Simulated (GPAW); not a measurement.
# Ge (P6_3/mmc) in GPAW: notebook

One crystal, Ge, is run at these levels: PBE; tasks: phonons.

All numbers are computed with GPAW 26.7.0; they aren't measurements. Logs are shortened: lines on timing, memory, paths and dates and some standing lists are left out, and cuts for length are marked. The log counts tension as positive stress, the text compression.

### Step 1. Starting point

The structure is hexagonal, space group P6_3/mmc (No. 194). The conventional cell has a = 4.050 Å, b = 4.050 Å, c = 6.686 Å, α = 90.00°, β = 90.00°, γ = 120.00°. Around Ge (site symmetry 3m) lie 4 Ge at 2.49 to 2.50 Å.

This isn't the form of Ge at room conditions, which is diamond.

### Step 2. Phonons, PBE

Contents of run.py:

```python
import json
import numpy as np
from ase import Atoms
from ase.constraints import FixSymmetry
from ase.io import read, write
from ase.optimize import BFGS
from phonopy import Phonopy
from phonopy.structure.atoms import PhonopyAtoms
from gpaw import GPAW, PW

atoms = read('POSCAR')

calc = GPAW(mode=PW(510),
            xc='PBE',
            kpts={'size': (8, 8, 4), 'gamma': True},
            occupations={'name': 'fermi-dirac', 'width': 0.05},
            nbands=18,
            convergence={'density': 1e-06, 'eigenstates': 1e-09},
            maxiter=150,
            txt='gpaw.txt')
atoms.calc = calc
atoms.set_constraint(FixSymmetry(atoms))
BFGS(atoms, trajectory='relax.traj', logfile='-').run(fmax=0.005, steps=40)
atoms.set_constraint()
energy = atoms.get_potential_energy()
forces = atoms.get_forces()
stress = atoms.get_stress()
calc.write('gs.gpw')
write('result.traj', atoms)
print('Cell:', atoms.cell.cellpar().round(4))
print(atoms.get_scaled_positions().round(5))

def force_constants(scale):
    unit = PhonopyAtoms(symbols=atoms.get_chemical_symbols(), cell=atoms.cell[:] * scale**(1 / 3),
                        scaled_positions=atoms.get_scaled_positions())
    ph = Phonopy(unit, supercell_matrix=np.diag([1, 1, 1]), primitive_matrix=np.eye(3), symprec=1e-4)
    ph.generate_displacements(distance=0.01)
    forces = []
    for i, sc in enumerate(ph.supercells_with_displacements):
        a = Atoms(sc.symbols, cell=sc.cell, scaled_positions=sc.scaled_positions, pbc=True)
        c = GPAW(mode=PW(510),
                 xc='PBE',
                 kpts={'size': (8, 8, 4), 'gamma': True},
                 occupations={'name': 'fermi-dirac', 'width': 0.05},
                 nbands=18,
                 convergence={'density': 1e-06, 'eigenstates': 1e-09},
                 maxiter=150,
                 txt=f'disp-{scale:.3f}-{i:02d}.txt')
        a.calc = c
        f = a.get_forces()
        forces.append(f - f.mean(axis=0))
        print(f'displacement {i}: drift', f.mean(axis=0).round(5), flush=True)
    ph.forces = forces
    ph.produce_force_constants()
    ph.symmetrize_force_constants()
    return ph

qpoints = [[0.0, 0.0, 0.0]]
results = {}
for scale in [1.0]:
    ph = force_constants(scale)
    ph.run_qpoints(qpoints)
    nu = ph.qpoints.frequencies * 33.35641  # THz to cm^-1
    results[f'{scale:.3f}'] = nu.tolist()
    for qp, f in zip(qpoints, nu):
        print(scale, np.round(qp, 4), f.round(2))
json.dump(results, open('phonons.json', 'w'))
```

Contents of POSCAR:

```
Ge
1.0
    4.0501916895      0.0000000000      0.0000000000
   -2.0250958448      3.5075688934      0.0000000000
    0.0000000000      0.0000000000      6.6862218294
Ge
4
Direct
    0.3333333333      0.6666666667      0.9370987500
    0.6666666667      0.3333333333      0.4370987500
    0.3333333333      0.6666666667      0.5629012500
    0.6666666667      0.3333333333      0.0629012500
```

Potentials or basis: GPAW PAW data sets (gpaw-data 1.2.1), pw.

The run is started by

```
$ OMP_NUM_THREADS=1 python run.py
```

gpaw.txt:

```text
__  _  _
 | _ |_)|_||  |
 |__||  | ||/\| - 26.7.0

Input parameters:
  mode=PW(ecut=510.0),
  convergence={'density': 1e-06, 'eigenstates': 1e-09},
  kpts=MonkhorstPack(size=(8, 8, 4), gamma=True),
  maxiter=150,
  nbands=18,
  occupations=Occupations(name='fermi-dirac', width=0.05),
  xc=XC(name='PBE')

Diagonalizing LCAO Hamiltonian
Converting LCAO to pw mode

        Ge

        Ge
            Ge

            Ge

Atoms  # Å, Bohr magnetons
|   | symbol |         x |        y |        z |    initial magnetic moments |
|---|--------|-----------|----------|----------|-----------------------------|
| 0 |     Ge | -0.000000 | 2.338379 | 6.265650 | ( 0.0000,  0.0000,  0.0000) |
| 1 |     Ge |  2.025096 | 1.169190 | 2.922539 | ( 0.0000,  0.0000,  0.0000) |
| 2 |     Ge | -0.000000 | 2.338379 | 3.763683 | ( 0.0000,  0.0000,  0.0000) |
| 3 |     Ge |  2.025096 | 1.169190 | 0.420572 | ( 0.0000,  0.0000,  0.0000) |

Unit cell  # Å
| periodic |         x |        y |        z |  lengths |     angles |
|----------|-----------|----------|----------|----------|------------|
|      yes |  4.050192 | 0.000000 | 0.000000 | 4.050192 |  90.000000 |
|      yes | -2.025096 | 3.507569 | 0.000000 | 4.050192 |  90.000000 |
|      yes |  0.000000 | 0.000000 | 6.686222 | 6.686222 | 120.000000 |

Number of symmetries: 12
Symmetry operations  # r_c * U_cc + t_c -> r_c
|    | kind |            matrix            |
|----|------|------------------------------|
|  0 |  σ   |  1, 1, 0,  0,-1, 0,  0, 0, 1 |
|  1 |  S6  |  1, 1, 0, -1, 0, 0,  0, 0,-1 |
|  2 |  E   |  1, 0, 0,  0, 1, 0,  0, 0, 1 |
|  3 |  C2  |  1, 0, 0, -1,-1, 0,  0, 0,-1 |
|  4 |  C2  |  0, 1, 0,  1, 0, 0,  0, 0,-1 |
|  5 |  C3  |  0, 1, 0, -1,-1, 0,  0, 0, 1 |
|  6 |  S6  |  0,-1, 0,  1, 1, 0,  0, 0,-1 |
|  7 |  σ   |  0,-1, 0, -1, 0, 0,  0, 0, 1 |
|  8 |  σ   | -1, 0, 0,  1, 1, 0,  0, 0, 1 |
|  9 |  i   | -1, 0, 0,  0,-1, 0,  0, 0,-1 |
| 10 |  C3  | -1,-1, 0,  1, 0, 0,  0, 0, 1 |
| 11 |  C2  | -1,-1, 0,  0, 1, 0,  0, 0,-1 |

BZ-sampling:
  Number of BZ points: 256
  Number of IBZ points: 35

  Monkhorst-Pack size: [8, 8, 4]
  Monkhorst-Pack shift: [0.0625, 0.0625, 0.125]

K-points  # in reciprocal-cell coordinates
|     |                                coordinates |     weight |
|-----|--------------------------------------------|------------|
|   0 | (  0.00000000,   0.00000000,   0.00000000) | 0.00390625 |
|   1 | (  0.00000000,   0.00000000,   0.25000000) | 0.00781250 |
|   2 | (  0.00000000,   0.00000000,   0.50000000) | 0.00390625 |
|   3 | (  0.12500000,   0.00000000,  -0.25000000) | 0.02343750 |
|   4 | (  0.12500000,   0.00000000,   0.00000000) | 0.02343750 |
|   5 | (  0.12500000,   0.00000000,   0.25000000) | 0.02343750 |
|   6 | (  0.12500000,   0.00000000,   0.50000000) | 0.02343750 |
|   7 | (  0.25000000,  -0.12500000,   0.00000000) | 0.02343750 |
|   8 | (  0.25000000,  -0.12500000,   0.25000000) | 0.04687500 |
|   9 | (  0.25000000,  -0.12500000,   0.50000000) | 0.02343750 |
| ... |                                            |            |
|  34 | (  0.50000000,   0.50000000,   0.50000000) | 0.01171875 |

Plane wave coefficients: 2539
Cutoff: 510.0 eV

Spin-components: 1 (collinear spins)
Bands:           18
Projectors:      20
Spin-degeneracy: 2
Datatype:        complex128

Parallelization:
  kpt:    1
  domain: 1
  band:   1

Density:
  Valence electrons: 16.0
  Components: 1
  Grid points: [24 24 35]
  Charge: 0.0  # |e|

Potential:
  Grid points: [24 24 35]

species:
  Ge:
    name:    Germanium
    Z:       32.0
    valence: 4
    core:    28
    charge:  0.0  # [|e|]
    compensation charges:
      type: gauss
      rc: 0.32  # [Å]
      lmax: 2
    cutoffs:
      filter: 1.77  # [Å]
      core: 3.42  # [Å]
    projectors
    | kind |    occ | energy [eV] | rcut [Å] |
    |------|--------|-------------|----------|
    |   4s |  2.000 |     -11.726 |    1.005 |
    |   4p |  2.000 |      -3.896 |    1.005 |
    |    s |        |      15.485 |    1.005 |
    |    p |        |      23.315 |    1.005 |
    |    d |        |       0.000 |    1.005 |

    Using partial waves for Ge as LCAO basis

Reference energy: -228390.551410  # eV

eigensolver:
  PPCG
  Converge bands: occupied
  niter=2

density mixing:
  MSR1-Mixer
  Pratt-step length: 0.05
  Maximum mixing coefficient: 0.75
  Old densities: 10
  SVD Regularization: 0.005
  Good broyden scale: 1.0
  Trust region scale: 1.0
  Backstep threshold: 4.0
  History deletion threshold: 6.0
  Fourier metric: weight=20.0, sigma=0.015

occupation numbers:
  Fermi-Dirac:
    width: 0.0500  # eV

poisson solver:
  ecut: 4080.0  # eV

xc functional:
  name: PBE with 2 nearest neighbor stencil

convergence criteria:
- Maximum integral of absolute [dens]ity change: 1e-06 electrons / valence electron
- Maximum integral of absolute [eigenst]ate change: 1e-09 eV^2 / valence electron
- Maximum [total energy] change in last 3 cyles: 0.0005 eV / valence electron
maximum number of iterations: 150

SCF iterations
|iter     | |      energy | eigst |  dens |
|---------|-|-------------|-------|-------|
|iter:   1| |  -18.048371 | -0.46 |       |
|iter:   2| |  -18.045195 | -2.71 | -0.92 |
|iter:   3| |  -17.993011 | -2.69 | -0.94 |
|iter:   4| |  -17.993059 | -3.63 | -1.53 |
|iter:   5| |  -17.993316c| -5.13 | -2.47 |
|iter:   6| |  -17.993340c| -6.50 | -3.09 |
|iter:   7| |  -17.993341c| -7.53 | -3.73 |
|iter:   8| |  -17.993341c| -8.81 | -4.68 |
|iter:   9| |  -17.993341c| -9.63c| -5.08 |
|iter:  10| |  -17.993341c| -9.30c| -5.56 |
|iter:  11| |  -17.993341c|-10.70c| -6.63c|

Converged in 11 steps
Energy contributions relative to reference atoms: (reference = -228390.551410)

Energy contributions:
  Kinetic:          40.802599
  Coulomb:         -37.060887
  Zero:              0.013261
  External:          0.000000
  Xc:              -21.747674
  Entropy:          -0.001283
  Spinorbit:         0.000000
  ----------------------------
  Free energy:     -17.993983
  Extrapolated:    -17.993341

dipole moment: (0.000251, 0.000436, 0.000830)  # |e|*Ang

Fermi level: 5.490
Eigenvalues  # (at kpt = [0.000, 0.000, 0.000])
| band index |      eig [eV] | occ [0-2] |
|------------|---------------|-----------|
|          0 |        -6.937 |     2.000 |
|          1 |        -5.006 |     2.000 |
|          2 |        -1.894 |     2.000 |
|          3 |         4.112 |     2.000 |
|          4 |         4.112 |     2.000 |
|          5 |         5.216 |     1.992 |
[... 8 lines left out ...]
|         14 |        10.009 |     0.000 |
|         15 |        11.630 |     0.000 |
|        ... |               |           |
|         17 |        12.824 |     0.000 |

Gap: 0.186 eV
Transition (v -> c):
  (s=0, k=0, n=7, [0.00, 0.00, 0.00]) -> (s=0, k=1, n=8, [0.00, 0.00, 0.25])
Direct/indirect transitions are different
Direct gap: 0.262 eV
Transition at: (s=0, k=0, n=7, [0.00, 0.00, 0.00])

Forces  # eV/Ang
|        x |        y |        z |
|----------|----------|----------|
| -0.00000 | -0.00000 | -0.00309 |  # Ge   0
| -0.00000 |  0.00000 | -0.00310 |  # Ge   1
|  0.00000 |  0.00000 |  0.00310 |  # Ge   2
|  0.00000 |  0.00000 |  0.00309 |  # Ge   3

Stress tensor  # eV/Ang^3
|         x |         y |         z |
|-----------|-----------|-----------|
| -0.003855 | -0.000000 |  0.000000 |
| -0.000000 | -0.003855 |  0.000000 |
|  0.000000 |  0.000000 | -0.002149 |

# Writing to gs.gpw (mode='')
```

stdout:

```text
Step          Energy          fmax
BFGS:    0      -17.993983        0.003093
Cell: [  4.0502   4.0502   6.6862  90.      90.     120.    ]
[[0.33333 0.66667 0.9371 ]
 [0.66667 0.33333 0.4371 ]
 [0.33333 0.66667 0.5629 ]
 [0.66667 0.33333 0.0629 ]]
displacement 0: drift [-0. -0. -0.]
displacement 1: drift [-0. -0.  0.]
1.0 [0. 0. 0.] [ -0.     0.     0.    51.81  51.81 207.99 227.69 269.17 269.17 280.91
 281.11 281.11]
```

disp-1.000-00.txt:

```text
__  _  _
 | _ |_)|_||  |
 |__||  | ||/\| - 26.7.0

Input parameters:
  mode=PW(ecut=510.0),
  convergence={'density': 1e-06, 'eigenstates': 1e-09},
  kpts=MonkhorstPack(size=(8, 8, 4), gamma=True),
  maxiter=150,
  nbands=18,
  occupations=Occupations(name='fermi-dirac', width=0.05),
  xc=XC(name='PBE')
[... 192 lines left out ...]
|         17 |        12.834 |     0.000 |

Gap: 0.150 eV
Transition (v -> c):
  (s=0, k=0, n=7, [0.00, 0.00, 0.00]) -> (s=0, k=1, n=8, [0.00, 0.00, 0.25])
Direct/indirect transitions are different
Direct gap: 0.218 eV
Transition at: (s=0, k=0, n=7, [0.00, 0.00, 0.00])

Forces  # eV/Ang
|        x |        y |        z |
|----------|----------|----------|
| -0.05401 |  0.00026 | -0.10121 |  # Ge   0
| -0.00131 | -0.00000 |  0.00650 |  # Ge   1
|  0.00325 |  0.00000 |  0.05183 |  # Ge   2
|  0.05206 | -0.00026 |  0.04287 |  # Ge   3
```

Run time: 4.7 min. Hardware: 1 thread of Arm Neoverse V1, shared host; peak memory 0.57 GiB.

Results:

```yaml
Free_energy: -17.9940 eV
Pressure_after_relaxing: 0.5 GPa
Largest_force_after_relaxing: 0.003 eV/Å
Band_gap_on_the_k_mesh: 0.19 eV, indirect (least direct gap 0.26 eV)
Highest_phonon_frequency_at_Γ: 281 cm⁻¹
```

Forces in eV/Å, atoms in the order of the input:
```
Ge   0.000  0.000 -0.003
Ge   0.000  0.000 -0.003
Ge   0.000  0.000  0.003
Ge   0.000  0.000  0.003
```

Stress tensor (GPa, compression positive):
```
0.62 0.00 0.00
0.00 0.62 0.00
0.00 0.00 0.34
```

Final structure:
```
CELL_PARAMETERS angstrom
4.05019 0.00000 0.00000
-2.02510 3.50757 0.00000
0.00000 0.00000 6.68622
ATOMIC_POSITIONS crystal
Ge 0.33333 0.66667 0.93710
Ge 0.66667 0.33333 0.43710
Ge 0.33333 0.66667 0.56290
Ge 0.66667 0.33333 0.06290
```

Phonon frequencies in cm⁻¹ (negative: imaginary):
```csv
q point,frequencies
"(0.000, 0.000, 0.000)",0 0 0 52 52 208 228 269 269 281 281 281
```

Caveat: the cutoff is short for stress and forces, so pressures can be off by a GPa or more.

### Step 3. Phonons, PBE

This run uses another cell than the first one, of 21.01 Å³/atom, 0.885 times its volume.

run.py is that of step 2.

Contents of POSCAR:

```
Ge
1.0
    3.8880073228      0.0000000000      0.0000000000
   -1.9440036615      3.3671131118      0.0000000000
    0.0000000000      0.0000000000      6.4184812542
Ge
4
Direct
    0.3333333333      0.6666666667      0.9370987500
    0.6666666667      0.3333333333      0.4370987500
    0.3333333333      0.6666666667      0.5629012500
    0.6666666667      0.3333333333      0.0629012500
```

Potentials or basis: GPAW PAW data sets (gpaw-data 1.2.1), pw.

The run is started by

```
$ OMP_NUM_THREADS=1 python run.py
```

gpaw.txt:

```text
__  _  _
 | _ |_)|_||  |
 |__||  | ||/\| - 26.7.0

Input parameters:
  mode=PW(ecut=510.0),
  convergence={'density': 1e-06, 'eigenstates': 1e-09},
  kpts=MonkhorstPack(size=(8, 8, 4), gamma=True),
  maxiter=150,
  nbands=18,
  occupations=Occupations(name='fermi-dirac', width=0.05),
  xc=XC(name='PBE')

Diagonalizing LCAO Hamiltonian
Converting LCAO to pw mode

        Ge

        Ge
            Ge
[... 11 lines left out ...]
Unit cell  # Å
| periodic |         x |        y |        z |  lengths |     angles |
|----------|-----------|----------|----------|----------|------------|
|      yes |  3.888007 | 0.000000 | 0.000000 | 3.888007 |  90.000000 |
|      yes | -1.944004 | 3.367113 | 0.000000 | 3.888007 |  90.000000 |
|      yes |  0.000000 | 0.000000 | 6.418481 | 6.418481 | 120.000000 |

[... 187 lines left out ...]
| -0.00000 |  0.00000 |  0.04653 |  # Ge   3

        Ge
[... 27 lines left out ...]
SCF iterations
|iter     | |      energy | eigst |  dens |
|---------|-|-------------|-------|-------|
|iter:   1| |  -17.645836c| -5.76 |       |
|iter:   2| |  -17.645835c| -7.90 | -3.59 |
|iter:   3| |  -17.645832c| -7.21 | -3.62 |
|iter:   4| |  -17.645831c| -7.70 | -4.05 |
|iter:   5| |  -17.645831c| -9.50c| -4.88 |
|iter:   6| |  -17.645831c| -9.67c| -5.29 |
|iter:   7| |  -17.645831c|-10.84c| -6.18c|
[... 41 lines left out ...]
No gap
No difference between direct/indirect transitions

Forces  # eV/Ang
|        x |       y |        z |
|----------|---------|----------|
|  0.00000 | 0.00000 | -0.02796 |  # Ge   0
| -0.00000 | 0.00000 | -0.02797 |  # Ge   1
|  0.00000 | 0.00000 |  0.02797 |  # Ge   2
| -0.00000 | 0.00000 |  0.02796 |  # Ge   3

        Ge
[... 27 lines left out ...]
SCF iterations
|iter     | |      energy | eigst |  dens |
|---------|-|-------------|-------|-------|
|iter:   1| |  -17.645887c| -5.40 |       |
|iter:   2| |  -17.645886c| -7.54 | -3.41 |
|iter:   3| |  -17.645879c| -6.85 | -3.44 |
|iter:   4| |  -17.645877c| -7.34 | -3.87 |
|iter:   5| |  -17.645877c| -9.65c| -4.70 |
|iter:   6| |  -17.645877c| -9.36c| -5.11 |
|iter:   7| |  -17.645877c|-10.54c| -6.01c|
[... 41 lines left out ...]
No gap
No difference between direct/indirect transitions

Forces  # eV/Ang
|        x |        y |        z |
|----------|----------|----------|
|  0.00000 | -0.00000 |  0.00013 |  # Ge   0
| -0.00000 |  0.00000 |  0.00013 |  # Ge   1
|  0.00000 | -0.00000 | -0.00013 |  # Ge   2
| -0.00000 |  0.00000 | -0.00013 |  # Ge   3

Stress tensor  # eV/Ang^3
|         x |         y |         z |
|-----------|-----------|-----------|
| -0.067065 |  0.000000 |  0.000000 |
|  0.000000 | -0.067065 |  0.000000 |
|  0.000000 |  0.000000 | -0.067340 |

# Writing to gs.gpw (mode='')
```

Wall time 4.6 min (1 thread of Arm Neoverse V1, shared host); peak memory 0.52 GiB.

Results:

| Quantity | Value |
| --- | --- |
| Free energy | -17.6464 eV |
| Pressure after relaxing | 10.8 GPa |
| Band gap on the k mesh | none (metal or under the smearing width) |
| Highest phonon frequency at Γ | 325 cm⁻¹ |

Final structure:
```
CELL_PARAMETERS angstrom
3.88801 0.00000 0.00000
-1.94400 3.36711 0.00000
0.00000 0.00000 6.41848
ATOMIC_POSITIONS crystal
Ge 0.33333 0.66667 0.93684
Ge 0.66667 0.33333 0.43684
Ge 0.33333 0.66667 0.56316
Ge 0.66667 0.33333 0.06316
```

Phonon frequencies in cm⁻¹ (negative: imaginary):
| q point | frequencies |
| --- | --- |
| (0.000, 0.000, 0.000) | 0 0 0 31 31 225 279 311 311 322 322 325 |

Caveat: the cell is more than 3 GPa from zero pressure, which shifts response properties; the cutoff is short for stress and forces, so pressures can be off by a GPa or more.

(Continued in part 2 of 2.)
